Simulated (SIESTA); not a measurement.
A run of SIESTA 5.4.2:

File HgSe.fdf:

```
SystemName                      HgSe
SystemLabel                     HgSe
NumberOfSpecies                 2
NumberOfAtoms                   2
%block ChemicalSpeciesLabel
  1  80 Hg
  2  34 Se
%endblock ChemicalSpeciesLabel

LatticeConstant                 1.0 Ang
%block LatticeVectors
     0.0000000000     3.0390000000     3.0390000000
     3.0390000000     0.0000000000     3.0390000000
     3.0390000000     3.0390000000     0.0000000000
%endblock LatticeVectors
AtomicCoordinatesFormat         Fractional
%block AtomicCoordinatesAndAtomicSpecies
     0.0000000000     0.0000000000     0.0000000000  1  Hg
     0.7500000000     0.7500000000     0.7500000000  2  Se
%endblock AtomicCoordinatesAndAtomicSpecies

%block kgrid.MonkhorstPack
    8   0   0  0.0
    0   8   0  0.0
    0   0   8  0.0
%endblock kgrid.MonkhorstPack
%block XC.Mix
  2
  GGA LIBXC-00-GGA_X_PW86 1.0 0.0
  GGA LIBXC-00-GGA_C_PBE 0.0 1.0
%endblock XC.Mix
PAO.BasisSize                   DZP
PAO.EnergyShift                 0.002 Ry
Mesh.Cutoff                     800 Ry
OccupationFunction              FD
ElectronicTemperature           0.05 eV
MaxSCFIterations                120
SCF.MustConverge                false
SCF.Mixer.Method                Pulay
SCF.Mixer.Weight                0.25
SCF.Mixer.History               8
SCF.DM.Tolerance                5.0e-05
SCF.H.Tolerance                 1.0e-03 eV
WriteForces                     true
Charge.Mulliken                 end
MD.TypeOfRun                    CG
MD.Steps                        40
MD.MaxForceTol                  0.04 eV/Ang
MD.MaxDispl                     0.1 Ang
WriteCoorStep                   true
AtomCoorFormatOut               Fractional
MD.VariableCell                 true
MD.MaxStressTol                 0.1 GPa
```

Potentials or basis: PseudoDojo 0.4 standard (PBE files), DZP (energy shift 0.002 Ry).

Run with:

```console
$ siesta HgSe.fdf > HgSe.out 2>&1
```

Hardware: 1 thread of Arm Neoverse V1, on a shared host.

Estimate the wall time of this run.

It took 100 s on 1 thread of Arm Neoverse V1, on a shared host, peak memory 0.28 GiB. Counts: scf iterations 47, k points 296, bands 37, ion steps 6.
